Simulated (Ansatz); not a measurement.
Born–Oppenheimer molecular dynamics of a periodic cell of 16 atoms, WC (start crystal WC, start structure P-6m2, volume 1.15 times the crystal's). It starts from a structure without forces on its atoms.

The calculation used Ansatz, DFT PBE-D3(BJ), scalar-relativistic, plane waves, PAW. Settings: accuracy low, PAW set soft_1, cutoff 420 eV, k mesh 2x3x2, fermi-dirac smearing 0.17 eV, no spin polarisation.

```yaml
ensemble: NVT, Langevin thermostat
time_step: 1 fs
steps_asked: 250
set_temperature: 2000 K
friction: 0.02 /fs
seed: 190663
```

Frames 10 fs apart, positions in Å, forces in eV/Å.

Velocities at 30 fs (Å/ps):

```
W -1.74 2.76 -2.55
C 16.11 -4.97 -7.61
W -2.37 -1.40 -0.65
C 15.81 -10.61 22.37
W -0.66 0.76 -3.55
C -1.21 -16.79 -15.98
W 0.43 1.75 -1.46
C -16.34 -4.09 -1.97
W 3.53 -4.86 0.19
C 10.91 6.71 -2.33
W 1.74 -1.63 -1.86
C 8.17 12.44 -10.71
W 1.59 1.05 3.27
C -10.07 7.17 -0.64
W -1.76 -0.65 2.17
C -12.64 -6.58 -8.79
```

```xyz
16
Lattice="-3.0325 -5.2525 0.0000 4.5488 -2.6263 0.0000 0.0000 0.0000 5.9285" Properties=species:S:1:pos:R:3:forces:R:3 time_fs=30 energy_less_start_eV=1.649 T=1410
W 0.064 -5.187 -0.095 -1.21 -1.64 2.29
C 1.486 -4.253 1.436 0.51 -1.75 1.14
W 0.022 -5.338 2.915 -0.59 1.94 0.64
C 1.556 -4.513 4.445 -0.25 0.96 -0.43
W -1.576 -2.568 0.067 2.37 -1.06 -1.43
C 0.073 -1.579 1.523 -0.62 -1.32 -0.28
W -1.552 -2.657 2.971 1.13 0.67 0.06
C 0.000 -1.829 4.393 -0.21 0.32 0.55
W 1.550 -2.741 0.020 -0.79 3.46 -1.22
C 3.071 -1.745 1.495 -0.26 0.27 -0.30
W 1.549 -2.598 2.932 -1.22 -0.19 0.78
C 2.965 -1.810 4.495 1.04 -0.03 -0.58
W 0.046 0.041 0.028 -0.48 -0.82 -0.41
C -1.458 -4.251 1.429 -0.48 -0.93 0.64
W -0.092 0.051 2.990 2.33 -1.32 0.13
C -1.440 -4.530 4.552 -1.27 1.44 -1.56
16
Lattice="-3.0325 -5.2525 0.0000 4.5488 -2.6263 0.0000 0.0000 0.0000 5.9285" Properties=species:S:1:pos:R:3:forces:R:3 time_fs=40 energy_less_start_eV=2.550 T=1140
W 0.043 -5.179 -0.120 -1.23 -1.98 2.30
C 1.590 -4.363 1.419 -0.85 0.07 1.30
W -0.004 -5.349 2.904 -0.06 2.34 0.68
C 1.640 -4.628 4.558 -2.23 2.59 -2.51
W -1.579 -2.559 0.020 3.70 -2.59 -0.20
C 0.004 -1.735 1.376 0.42 0.36 1.04
W -1.560 -2.625 2.948 0.99 -0.45 -0.20
C -0.105 -1.893 4.367 1.39 0.79 0.17
W 1.573 -2.787 0.027 -0.95 3.73 -1.46
C 3.092 -1.645 1.494 -0.50 -1.10 -0.86
W 1.566 -2.610 2.911 -1.38 -0.25 0.71
C 3.107 -1.709 4.360 -1.03 -1.00 0.90
W 0.056 0.043 0.055 -1.18 -1.00 -0.99
C -1.504 -4.233 1.390 -0.07 -1.33 0.93
W -0.104 0.046 2.997 2.58 -1.59 -0.85
C -1.562 -4.590 4.484 0.39 1.41 -0.97
16
Lattice="-3.0325 -5.2525 0.0000 4.5488 -2.6263 0.0000 0.0000 0.0000 5.9285" Properties=species:S:1:pos:R:3:forces:R:3 time_fs=50 energy_less_start_eV=3.060 T=1236
W 0.029 -5.185 -0.158 -1.48 -2.28 2.71
C 1.577 -4.450 1.500 -0.79 1.04 -0.49
W -0.017 -5.359 2.892 -0.05 1.95 0.34
C 1.516 -4.693 4.436 -0.16 2.84 -1.11
W -1.554 -2.555 -0.042 1.71 -3.05 0.09
C -0.028 -1.886 1.275 1.14 1.47 1.59
W -1.562 -2.597 2.942 0.51 -2.04 -0.96
C -0.139 -1.915 4.283 1.95 1.25 0.86
W 1.588 -2.818 0.035 -1.12 3.09 -1.57
C 3.030 -1.677 1.457 0.30 -0.98 -0.70
W 1.570 -2.595 2.879 -1.75 -1.17 0.97
C 3.174 -1.774 4.356 -2.26 -0.07 1.21
W 0.076 0.030 0.072 -1.45 -1.02 -1.38
C -1.466 -4.319 1.437 -0.54 -0.32 -0.05
W -0.094 0.039 3.010 2.08 -2.09 -2.06
C -1.659 -4.586 4.368 1.92 1.37 0.57
16
Lattice="-3.0325 -5.2525 0.0000 4.5488 -2.6263 0.0000 0.0000 0.0000 5.9285" Properties=species:S:1:pos:R:3:forces:R:3 time_fs=60 energy_less_start_eV=3.342 T=1655
W 0.006 -5.199 -0.178 -0.73 -2.15 2.53
C 1.439 -4.492 1.468 0.84 0.88 -0.82
W -0.010 -5.369 2.886 -1.26 0.93 -0.64
C 1.400 -4.639 4.236 1.23 2.61 1.28
W -1.487 -2.527 -0.098 -0.79 -3.21 0.20
C -0.025 -1.983 1.245 1.00 1.86 1.70
W -1.569 -2.586 2.941 -0.12 -2.48 -2.12
C -0.196 -1.806 4.226 2.37 0.73 1.29
W 1.571 -2.821 0.032 -0.57 2.28 -1.85
C 3.013 -1.844 1.411 0.75 0.40 -0.08
W 1.583 -2.573 2.854 -2.56 -2.26 1.32
C 3.114 -1.896 4.462 -1.35 1.00 -0.22
W 0.093 -0.003 0.085 -1.87 -0.77 -2.36
C -1.521 -4.488 1.438 0.33 0.93 -0.06
W -0.058 0.020 3.013 0.63 -1.62 -1.93
C -1.663 -4.466 4.264 2.10 0.86 1.76
16
Lattice="-3.0325 -5.2525 0.0000 4.5488 -2.6263 0.0000 0.0000 0.0000 5.9285" Properties=species:S:1:pos:R:3:forces:R:3 time_fs=70 energy_less_start_eV=3.866 T=1300
W -0.007 -5.213 -0.198 -0.20 -1.84 2.54
C 1.408 -4.493 1.440 1.13 0.40 -0.58
W 0.002 -5.378 2.877 -1.30 1.24 -0.88
C 1.293 -4.410 4.171 2.31 0.92 1.35
W -1.442 -2.512 -0.134 -1.39 -3.12 1.17
C -0.009 -2.064 1.317 0.34 2.07 1.14
W -1.542 -2.601 2.925 -0.51 -1.24 -1.48
C -0.158 -1.706 4.309 1.69 -0.17 0.17
W 1.555 -2.815 0.004 -0.83 1.36 -1.68
C 3.081 -1.998 1.278 -0.39 1.60 2.17
W 1.595 -2.558 2.841 -2.24 -2.54 1.14
C 3.036 -2.022 4.610 0.11 2.41 -2.08
W 0.110 -0.007 0.082 -2.21 -1.62 -3.49
C -1.654 -4.543 1.427 2.83 1.52 1.29
W -0.035 0.014 3.021 0.58 -0.75 -1.08
C -1.534 -4.329 4.348 0.08 -0.25 0.32
16
Lattice="-3.0325 -5.2525 0.0000 4.5488 -2.6263 0.0000 0.0000 0.0000 5.9285" Properties=species:S:1:pos:R:3:forces:R:3 time_fs=80 energy_less_start_eV=3.999 T=1301
W -0.012 -5.242 -0.215 0.72 -0.93 2.55
C 1.555 -4.430 1.355 -0.21 -0.63 0.68
W -0.001 -5.356 2.851 -0.11 1.97 -0.07
C 1.342 -4.115 4.246 1.17 -3.21 -0.06
W -1.414 -2.513 -0.179 -1.29 -2.09 2.69
C -0.030 -1.991 1.453 0.65 1.57 -0.03
W -1.519 -2.620 2.914 -0.28 -0.07 -0.96
C -0.018 -1.637 4.421 0.56 -0.71 -0.70
W 1.517 -2.821 -0.020 -0.31 3.28 -0.87
C 3.103 -1.995 1.232 -0.79 1.92 2.88
W 1.603 -2.546 2.834 -1.39 -1.56 0.67
C 3.068 -2.070 4.648 -0.08 3.05 -2.51
W 0.126 0.029 0.055 -1.17 -1.76 -2.25
C -1.586 -4.433 1.426 1.91 0.46 1.22
W -0.029 0.034 3.022 0.98 -0.87 -1.47
C -1.501 -4.284 4.511 -0.38 -0.42 -1.77
16
Lattice="-3.0325 -5.2525 0.0000 4.5488 -2.6263 0.0000 0.0000 0.0000 5.9285" Properties=species:S:1:pos:R:3:forces:R:3 time_fs=90 energy_less_start_eV=3.457 T=1828
W -0.003 -5.266 -0.212 0.84 -0.09 2.34
C 1.695 -4.415 1.340 -1.40 -0.39 0.65
W -0.024 -5.318 2.822 1.10 1.10 0.51
C 1.423 -4.073 4.238 0.68 -4.09 0.60
W -1.393 -2.513 -0.212 -0.97 -0.97 3.52
C -0.063 -1.872 1.564 1.51 0.97 -1.16
W -1.486 -2.651 2.924 -0.41 0.98 -0.98
C 0.112 -1.663 4.392 -0.71 -0.24 0.05
W 1.464 -2.808 -0.021 1.58 3.70 -0.85
C 3.083 -1.919 1.322 0.02 1.45 1.24
W 1.598 -2.557 2.850 -1.05 -0.62 0.12
C 3.115 -1.938 4.503 -0.84 2.15 -0.70
W 0.134 0.042 0.009 -1.51 -0.99 -0.13
C -1.391 -4.326 1.471 -0.66 -0.98 -0.24
W -0.018 0.071 3.020 1.39 -1.30 -2.21
C -1.550 -4.269 4.597 0.43 -0.69 -2.75
16
Lattice="-3.0325 -5.2525 0.0000 4.5488 -2.6263 0.0000 0.0000 0.0000 5.9285" Properties=species:S:1:pos:R:3:forces:R:3 time_fs=100 energy_less_start_eV=3.016 T=1802
W -0.008 -5.294 -0.198 0.74 0.84 2.05
C 1.755 -4.423 1.409 -1.74 0.49 -0.11
W -0.055 -5.295 2.793 2.85 1.00 1.75
C 1.575 -4.273 4.280 -0.27 -0.84 0.69
W -1.382 -2.509 -0.233 -1.31 -0.84 3.84
C -0.034 -1.740 1.596 1.42 0.15 -1.49
W -1.449 -2.660 2.938 -0.31 1.78 -1.66
C 0.142 -1.761 4.381 -0.77 0.74 0.11
W 1.415 -2.812 -0.026 2.44 2.78 -0.72
C 3.080 -1.712 1.502 0.38 -0.54 -1.15
W 1.591 -2.568 2.850 -0.66 -0.97 0.90
C 3.123 -1.634 4.360 -0.61 -1.17 0.19
W 0.152 0.043 -0.034 -1.83 -0.04 0.47
C -1.300 -4.306 1.532 -2.28 -0.58 -1.58
W 0.009 0.108 3.022 0.88 -1.21 -2.42
C -1.587 -4.232 4.484 1.08 -1.60 -0.87
16
Lattice="-3.0325 -5.2525 0.0000 4.5488 -2.6263 0.0000 0.0000 0.0000 5.9285" Properties=species:S:1:pos:R:3:forces:R:3 time_fs=110 energy_less_start_eV=3.866 T=1071
W -0.024 -5.303 -0.169 1.16 0.99 1.87
C 1.618 -4.387 1.448 -0.37 0.23 -0.24
W -0.075 -5.272 2.776 3.04 2.41 1.41
C 1.738 -4.466 4.440 -2.52 1.93 -0.95
W -1.359 -2.497 -0.228 -1.13 -1.65 4.55
C 0.109 -1.609 1.595 -0.25 -0.94 -1.56
W -1.427 -2.649 2.962 -0.25 2.45 -3.53
C 0.112 -1.796 4.325 -0.10 0.96 0.54
W 1.383 -2.820 -0.042 2.85 2.39 -0.36
C 3.141 -1.662 1.582 -0.34 -1.27 -2.35
W 1.574 -2.573 2.853 0.15 -0.81 0.90
C 3.024 -1.447 4.248 0.28 -3.80 1.06
W 0.173 0.040 -0.040 -1.39 0.41 -0.06
C -1.383 -4.352 1.449 -1.53 0.16 -0.94
W 0.039 0.125 2.989 -0.01 -0.66 -1.69
C -1.509 -4.181 4.329 0.41 -2.80 1.34
16
Lattice="-3.0325 -5.2525 0.0000 4.5488 -2.6263 0.0000 0.0000 0.0000 5.9285" Properties=species:S:1:pos:R:3:forces:R:3 time_fs=120 energy_less_start_eV=3.911 T=1861
W -0.051 -5.287 -0.125 1.67 0.32 0.62
C 1.449 -4.359 1.444 1.03 0.10 -0.19
W -0.055 -5.258 2.781 1.49 1.36 0.96
C 1.803 -4.482 4.553 -3.60 1.96 -2.92
W -1.324 -2.479 -0.216 -0.55 -2.45 4.70
C 0.220 -1.611 1.480 -1.47 -0.65 -0.62
W -1.428 -2.643 2.968 -0.34 2.55 -3.22
C 0.082 -1.623 4.283 0.23 -0.80 0.49
W 1.379 -2.814 -0.073 3.11 2.79 0.10
C 3.154 -1.665 1.465 -0.73 -0.80 -0.95
W 1.584 -2.556 2.850 -0.38 -0.75 0.35
C 2.934 -1.532 4.227 1.18 -1.97 0.94
W 0.181 0.057 -0.025 -2.76 -0.30 -1.42
C -1.552 -4.372 1.273 1.85 0.83 1.58
W 0.075 0.141 2.961 -1.16 -0.85 -1.82
C -1.467 -4.256 4.261 0.41 -1.33 1.39
16
Lattice="-3.0325 -5.2525 0.0000 4.5488 -2.6263 0.0000 0.0000 0.0000 5.9285" Properties=species:S:1:pos:R:3:forces:R:3 time_fs=130 energy_less_start_eV=4.101 T=2186
W -0.085 -5.291 -0.056 1.58 1.19 -1.96
C 1.299 -4.391 1.362 2.19 0.78 0.41
W -0.030 -5.244 2.800 0.89 -0.24 1.43
C 1.739 -4.299 4.482 -1.27 -1.12 -2.56
W -1.272 -2.467 -0.169 -3.07 -1.75 2.02
C 0.240 -1.752 1.265 -2.54 1.26 1.71
W -1.470 -2.622 2.988 0.10 1.59 -2.33
C 0.111 -1.502 4.295 0.03 -2.32 -0.07
W 1.399 -2.785 -0.112 3.98 3.17 0.24
C 2.991 -1.609 1.239 0.12 -2.03 1.60
W 1.589 -2.554 2.851 -1.01 -1.03 -0.28
C 2.972 -1.764 4.229 1.43 0.96 0.61
W 0.159 0.087 -0.010 -3.17 -1.00 -2.64
C -1.636 -4.280 1.247 2.76 0.72 2.05
W 0.121 0.148 2.937 -1.79 -0.94 -1.20
C -1.402 -4.385 4.245 -0.22 0.77 0.96
16
Lattice="-3.0325 -5.2525 0.0000 4.5488 -2.6263 0.0000 0.0000 0.0000 5.9285" Properties=species:S:1:pos:R:3:forces:R:3 time_fs=140 energy_less_start_eV=3.899 T=2126
W -0.096 -5.301 -0.028 0.98 1.53 -2.50
C 1.294 -4.392 1.311 1.77 0.77 0.74
W -0.028 -5.229 2.829 0.87 -0.06 1.21
C 1.584 -4.224 4.252 -0.12 -1.60 -0.16
W -1.248 -2.454 -0.107 -6.76 -2.57 -1.25
C -0.020 -1.820 1.184 2.30 2.57 3.87
W -1.513 -2.579 2.995 0.48 0.69 -2.35
C 0.073 -1.619 4.305 0.52 -0.81 -0.54
W 1.421 -2.752 -0.151 2.78 2.08 0.55
C 2.833 -1.687 1.138 1.21 -1.14 2.48
W 1.603 -2.562 2.868 -1.73 -0.50 -0.94
C 3.033 -1.826 4.304 0.95 1.25 -0.04
W 0.114 0.107 -0.034 -2.14 -0.52 -1.61
C -1.634 -4.107 1.337 1.16 -1.70 0.56
W 0.146 0.151 2.901 -1.88 -1.17 0.11
C -1.412 -4.422 4.319 -0.38 1.19 -0.12
```

Of the whole run (250 fs, mean temperature of the second half 2192 K): A run of 0.25 ps of so small a system gives no equilibrium averages. Limits of this set-up: coarse k mesh, low accuracy level.

Time of the run: 22 min on 2 threads of Arm Neoverse V1, on a shared host, peak memory 0.69 GiB.
